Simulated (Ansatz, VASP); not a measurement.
**Ba3O: VASP beside Ansatz**

The input INCAR:

```
SYSTEM = Ba3O
PREC     = Accurate       ! precision mode
ENCUT    = 520            ! plane-wave cutoff, eV
EDIFF    = 1E-6           ! SCF threshold, eV
ISMEAR   = 0              ! smearing method
SIGMA    = 0.1            ! smearing width, eV
LREAL    = .False.        ! projectors in reciprocal space
LASPH    = .True.         ! aspherical terms in the spheres
NELM     = 60             ! most SCF steps
ALGO     = Normal         ! electronic algorithm
ISIF     = 2              ! what is computed and relaxed
LWAVE    = .False.        ! write WAVECAR
LCHARG   = .False.        ! write CHGCAR
GGA      = PE             ! functional
NBANDS   = 26             ! bands
```

KPOINTS

```
Automatic mesh
0
Gamma
  4 4 4
  0 0 0
```

Contents of POSCAR:

```
Ba3O
1.0
    4.9020516122      0.0000000000      0.0000000000
    0.0000000000      4.9020516122      0.0000000000
    0.0000000000      0.0000000000      4.9020516122
Ba O
3 1
Direct
    0.0000000000      0.5000000000      0.5000000000
    0.5000000000      0.0000000000      0.5000000000
    0.5000000000      0.5000000000      0.0000000000
    0.0000000000      0.0000000000      0.0000000000
```

Input for Ansatz:

```yaml
crystal:
  lattice:
    - [4.9020516122, 0.0, 0.0]
    - [0.0, 4.9020516122, 0.0]
    - [0.0, 0.0, 4.9020516122]
  atoms:
    - { symbol: Ba, position: [0.0, 0.5, 0.5] }
    - { symbol: Ba, position: [0.5, 0.0, 0.5] }
    - { symbol: Ba, position: [0.5, 0.5, 0.0] }
    - { symbol: O, position: [0.0, 0.0, 0.0] }
basis:
  ecutwfc: 420
kpoints:
  mp_grid: { grid: [4, 4, 4] }
hamiltonian:
  xc: pbe
scf:
  occupations: { method: gaussian, width: 0.1 }
  lower_state_search: "off"
output:
  forces: true
  stress: true
  eigenvalues: true
```

Alike in both runs: task single point; functional PBE; k mesh 4 × 4 × 4; occupations gaussian, width 0.1 eV; no spin polarisation.

|  | VASP | Ansatz |
| --- | --- | --- |
| version | VASP 6.6.1 | Ansatz 0.2.0 |
| potentials or method | VASP PAW PBE potentials, release 64 (Ba_sv, O) | scalar-relativistic, plane waves, PAW |
| plane-wave cutoff (eV) | 520 | 420 |
| valence electrons in the cell | 36 | 36 |

VASP gave:

```
gap on the k mesh at the Fermi level (eV) : none
pressure (GPa)                            : 4.0
```

Question: What did Ansatz give for the same quantities?

Answer: gap on the k mesh at the Fermi level (eV): none; pressure (GPa): 2.8.

A gap of «none» marks a metal or a gap that the smearing closes.

The runs have no spin-orbit coupling, so splittings on Ba are missing.
